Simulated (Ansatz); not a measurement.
The cell is the one relaxed in the Materials Project (mp-9), not relaxed further here; entries there can be hypothetical. The listed cell was then made from it by scaling, straining or moving an atom.

Y: DFT, r2SCAN, all-electron PAW with datasets made for the crystal, scalar-relativistic (Ansatz 0.2.0). What sets it apart from a plain run of this crystal: volume scaled by 1.06.

Command: `ansatz run input.yaml --threads 1 --pin off --max-ram 2048MiB --backend cpu --events-out ev --progress --plain --runs-dir out` The run took about 7.7 s on 1 thread of a shared machine.

```yaml
crystal:
  lattice:
    - [0.0, 2.6020428087, 2.6020428087]
    - [2.6020428087, 0.0, 2.6020428087]
    - [2.6020428087, 2.6020428087, 0.0]
  atoms:
    - { symbol: "Y", position: [0.0, 0.0, 0.0] }
kpoints:
  mp_grid: { grid: [12, 12, 12] }
scf:
  occupations: { method: fermi_dirac, width: 0.03 }
hamiltonian:
  xc: r2scan
  pseudopotentials: { kind: all_electron, datasets: crystal }
output:
  forces: true
  stress: true
  eigenvalues: true
  efg: { contact_densities: true }
```

Output (standing set-up lines are left out):

```
Crystal: 1 atoms, lattice volume = 35.235 Å³
Basis set: ecut = 200 eV, 259 PW (Γ), exchange–correlation on 72×72×72 points (27 copies of the dense FFT grid, shifted against one another)
Space group: Fm-3m (ITA 225), of the structure as read, at distance tolerance 3.3e-5 Å
iter 1 solved again at ethr=1.18e-3 eV; its pass at ethr=1.00e-1 eV (dr2=1.30e-1 eV) is discarded
SCF iter   1: F=—  HF=-92134.068651 eV  |F-HF|=—  |Δ(HF+E_count)|=         —  Δρ=1.47e-2  dr2=1.31e-1  dr2_τ=2.02e-3  ethr=1.18e-3  ⟨swp⟩=2.9  Hψ=4334  notcnv=0
preconditioner: auto → none  [metal: Δε(μ)=0.067 eV  Ē_g=5.598 eV  σ=0.030 eV  W_gap=0.44  n_scr=8 (ndim 8)  ℏωp=10.8 eV  f_vac=0.000  D(μ)=1.51/eV (n_scr^D=14)  sad-step TF]
SCF iter   2: F=—  HF=-92134.099443 eV  |F-HF|=—  |Δ(HF+E_count)|=   3.08e-2  Δρ=9.81e-3  dr2=6.05e-2  dr2_τ=2.14e-5  ethr=1.18e-3  ⟨swp⟩=2.0  Hψ=1586  notcnv=0
iter 3 solved again at ethr=2.36e-5 eV; its pass at ethr=5.50e-4 eV (dr2=2.59e-3 eV) is discarded
SCF iter   3: F=—  HF=-92134.102931 eV  |F-HF|=—  |Δ(HF+E_count)|=   3.49e-3  Δρ=3.36e-3  dr2=2.82e-3  dr2_τ=9.34e-5  ethr=2.36e-5  ⟨swp⟩=2.1  Hψ=3514  notcnv=0  defer=2
SCF iter   4: F=—  HF=-92134.103858 eV  |F-HF|=—  |Δ(HF+E_count)|=   9.27e-4  Δρ=7.38e-4  dr2=1.38e-4  dr2_τ=2.97e-6  ethr=2.36e-5  ⟨swp⟩=3.0  Hψ=1650  notcnv=0  defer=1
SCF iter   5: F=—  HF=-92134.104085 eV  |F-HF|=—  |Δ(HF+E_count)|=   2.27e-4  Δρ=2.32e-4  dr2=9.80e-6  dr2_τ=4.69e-7  ethr=1.26e-6  ⟨swp⟩=3.0  Hψ=1844  notcnv=0
SCF iter   6: F=—  HF=-92134.104096 eV  |F-HF|=—  |Δ(HF+E_count)|=   1.13e-5  Δρ=5.79e-5  dr2=6.67e-7  dr2_τ=6.13e-9  ethr=8.91e-8  ⟨swp⟩=3.0  Hψ=1309  notcnv=0
SCF iter   7: F=—  HF=-92134.104097 eV  |F-HF|=—  |Δ(HF+E_count)|=   6.04e-7  Δρ=8.70e-6  dr2=1.50e-8  dr2_τ=4.74e-11  ethr=6.07e-9  ⟨swp⟩=3.0  Hψ=1540  notcnv=0
SCF iter   8: F=-92134.104097 eV  HF=-92134.104097 eV  |F-HF|=8.73e-11  |Δ(HF+E_count)|=   1.10e-8  Δρ=6.98e-7  dr2=9.81e-11  dr2_τ=6.46e-13  ethr=1.36e-10  ⟨swp⟩=3.0  Hψ=1449  notcnv=0
SCF 1 converged in 8 iterations: F = -92134.104097 eV  dr2 = 9.81e-11
  Residual-converged pass: ⟨swp⟩=2.9  Hψ=1310  notcnv=0  max |occ|·‖R‖ = 3.7e-6 eV (tolerance 3.7e-6 eV)  dr2=9.40e-11  dr2_τ=4.35e-13  dr2_onsite=1.16e-9  max |Δocc| = 7.4e-10
  greatest PAW one-centre occupation: 0.992 electrons in one spin orbital (limit 2), on the Y atom at site 0 (counted from 0), in its partial waves of l = 0
SCF converged after 8 iterations
Free energy (F): -92134.104097 eV
Harris-Foulkes:  -92134.104097 eV  (|F-HF|=8.73e-11)
Internal energy: -92134.098938 eV  (E = F + TS)
E sigma→0 (E₀):  -92134.101517 eV
Entropy (-TS):   -0.005160 eV (-5.160 meV/atom)
Past the cutoff: the bands carry plane waves up to 2.50 times it, of which those up to 1.5 times it add -0.001770 eV an atom, each by itself; the spheres take 0.000603 eV an atom off the energy for waves past 2.50 times it
Past the cutoffs: a stress includes 0.0026 GPa for waves and charges beyond them, in addition to the slope of what the spheres take
In the spheres:  the bands' charges fall short by 5.8e-7 e at most (sound up to 1e-3)
Fermi energy:    10.010732 eV
--- Per-component energies (eV) ---
  The terms above E_closure are by the made datasets' own strengths, without shells solved beside the bands.
--- Forces (eV/Å), atoms counted from 1 ---
  atom   1  Y     -0.00000000     0.00000000    -0.00000000
  max |Σ_I F_I| component: 3.60e-33 eV/Å
--- Stress (GPa, compression-positive) ---
       -1.956844      -0.000000       0.000000
        0.000000      -1.956844       0.000000
       -0.000000      -0.000000      -1.956844
  P = ⅓ Tr σ = -1.9568 GPa (-19.568 kbar)
--- PAW observables at the nuclei: V_zz in 10²¹ V/m², potentials from the cell's mean, atoms counted from 1 ---
  atom   1  Y  V_zz =    -0.000000   η = 0.0000   by run symmetry: forbidden
            electrostatic potential = -5713.456328 V   contact ρ = 443288.830314 e/Å³
--- Band table (eV; the first three rows and the last of 72) ---
  k-point 0: bands = ["-34.4004", "-13.4778", "-13.4778", "-13.4778", "5.1249", "11.9554", "11.9554", "11.9554", "13.8983"]
  k-point 1: bands = ["-34.3970", "-13.5097", "-13.4818", "-13.4818", "5.2904", "11.7575", "12.0315", "12.0315", "13.8139"]
  k-point 2: bands = ["-34.3879", "-13.5958", "-13.4928", "-13.4928", "5.7630", "11.2973", "12.1837", "12.1837", "13.6960"]
  k-point 71: bands = ["-34.3340", "-13.7743", "-13.7743", "-13.6460", "9.3209", "10.2436", "10.2436", "12.7314", "15.5857"]
```

Spin polarisation is left out, and whether a magnetic state lies lower isn't shown here.
